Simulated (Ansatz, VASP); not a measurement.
## One calculation of GdO, two programs

```
Gd O
1.0
     0.00000    2.74901    2.74901
     2.74901    0.00000    2.74901
     2.74901    2.74901    0.00000
Gd O
1 1
Direct
  0.00000 0.00000 0.00000
  0.75000 0.75000 0.75000
```

Change from the starting cell: volume scaled by 1.06, crystal datasets.

Alike in both runs: task electric field gradients; functional PBEsol; k mesh 13 × 13 × 13; occupations fermi-dirac, width 0.08 eV; collinear spin.

```csv
,VASP,Ansatz
version,VASP 6.6.1,Ansatz 0.2.0
potentials or method,"VASP PAW PBE potentials, release 64 (Gd, O), cutoff 520 eV","all-electron PAW with datasets made for the crystal, scalar-relativistic"
```

Ansatz gave:

* pressure (GPa): -8.4
* net moment per atom (μB): 3.73
* size of the moment on the site where the two differ most (μB): 6.80
* Vzz of the field gradient on the site that differs most (V/Å²): 0.0

Task: Which values does VASP return?

Result: Pressure (GPa): -8.3; net moment per atom (μB): 3.74; size of the moment on the site where the two differ most (μB): 6.83; Vzz of the field gradient on the site that differs most (V/Å²): 0.0.

Site moments also hang on the region over which each program counts them. Ansatz ran all-electron here, so the differences hold the error of VASP's frozen core and of both bases. Ansatz warned: «gradients_without_spin_orbit».

Caveats: the PAW data sets were made with another functional, which shifts forces and pressure a little (VASP); a cell with one magnetic atom can't hold antiferromagnetic order, which such compounds often take. The state reached can hang on the start; a lower one may exist.
